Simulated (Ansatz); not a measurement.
# What a change of settings does to a run on NaCl

The cell is a database entry far from equilibrium at this level of theory, probably a faulty or high-pressure entry; it serves as a test geometry alone.

First run: DFT, LDA, all-electron LAPW, scalar-relativistic (Ansatz 0.2.0).

Command: `ansatz run input.yaml --threads 1 --pin off --max-ram 2048MiB --backend cpu --events-out ev --progress --plain --runs-dir out` The run took 8.4 s on 1 thread of Intel(R) Xeon(R) Platinum 8375C CPU @ 2.90GHz (Ice Lake) (shared host).

```yaml
crystal:
  lattice:
    - [2.86, 0.0, 0.0]
    - [0.0, 2.86, 0.0]
    - [0.0, 0.0, 2.86]
  atoms:
    - { symbol: Na, position: [0.0, 0.0, 0.0] }
    - { symbol: Cl, position: [0.5, 0.5, 0.5] }
kpoints:
  mp_grid: { grid: [9, 9, 9] }
  band_path:
    path:
      - [0.0, 0.0, 0.0]
      - [0.0, 0.5, 0.0]
      - [0.5, 0.5, 0.0]
      - [0.0, 0.0, 0.0]
      - [0.5, 0.5, 0.5]
      - [0.0, 0.5, 0.0]
      - [0.5, 0.5, 0.5]
      - [0.5, 0.5, 0.0]
    npoints: 5
scf:
  occupations: { method: fermi_dirac, width: 0.03 }
hamiltonian:
  xc: lda
  pseudopotentials: { kind: all_electron, lapw: { basis_error: 0.0005 } }
output:
  forces: true
  stress: true
  eigenvalues: true
```

Result: converged; pressure 54.2 GPa; gap on the k mesh 4.35 eV (the mesh can miss the band edges); 6 SCF iterations.

A second input differs as follows:

```diff
@@ -22,4 +22,6 @@
 scf:
   occupations: { method: fermi_dirac, width: 0.03 }
+  mixing: { algorithm: broyden, beta: 1.0, ndim: 1, preconditioner: none }
+  max_iter: 75
 hamiltonian:
   xc: lda
```

Task: Does the change harm the result?

Result: Not here: the run converged; energy at zero smearing 0.0 meV/atom from the first run; pressure 54.2 GPa; gap on the k mesh 4.35 eV (the mesh can miss the band edges); 8 SCF iterations, so the odd setting did no harm in this case.
